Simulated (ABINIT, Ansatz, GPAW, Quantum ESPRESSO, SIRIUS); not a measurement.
## Sb: 5 runs at one level of theory

```
CELL_PARAMETERS angstrom
3.16000 0.00000 0.00000
0.00000 3.16000 0.00000
0.00000 0.00000 3.16000
ATOMIC_POSITIONS crystal
Sb 0.00000 0.00000 0.00000
```

This isn't the form of Sb at room conditions, which is rhombohedral.

Alike in all runs: task single point; functional PBEsol; k mesh 8 × 8 × 8; occupations fermi-dirac, width 0.05 eV; no spin polarisation; no spin-orbit coupling. Pressure is positive in compression and, in plane waves, holds the error of the finite cutoff.

```tsv
program and potentials	plane-wave cutoff (eV)	notes	band gap (eV)	pressure (GPa)
Quantum ESPRESSO, GBRV 1.5 PBEsol	612	-	no gap	-4.85
SIRIUS, PseudoDojo 0.4.1 PBEsol standard (scalar relativistic)	1102	-	no gap	-4.71
GPAW, PAW data sets generated for this functional	600	-	no gap	-4.91
Ansatz, all-electron LAPW, scalar-relativistic	-	-	no gap	-4.66
ABINIT, PseudoDojo NC SR PBEsol v0.4.1 standard	1088	-	no gap	-4.74
```

None finds a gap. The pressure spans -4.91 (GPAW, PAW data sets generated for this functional) to -4.66 GPa (Ansatz, all-electron LAPW, scalar-relativistic), with all-electron results at -4.66.

The functional is the same throughout but for its coding, so the spread measures potentials, basis and numerics; runs on potential files found faulty are left out.

All five runs describe a metal under tension: the negative pressures mean that this simple cubic cell is larger than its PBEsol equilibrium size and would contract if released. The disagreement between codes is small beside the pressure itself, so the sign is secure. The two PseudoDojo runs lie closest to the all-electron value, which may reflect their potentials or their higher cutoffs.

The missing gap follows from electron counting. With one atom per cell, antimony contributes an odd number of valence electrons, so spin-degenerate bands cannot all be either full or empty. The s states are largely filled and the p states half filled, forming σ-bonded chains along the three cubic axes. Such chains are prone to a Peierls-type distortion into alternating short and long bonds, which leads to the rhombohedral structure and depletes the states near the Fermi level, leaving a semimetal. A one-atom cell cannot pair its atoms in this way, so the metallic result says nothing about whether the cubic arrangement would survive relaxation in a larger cell.
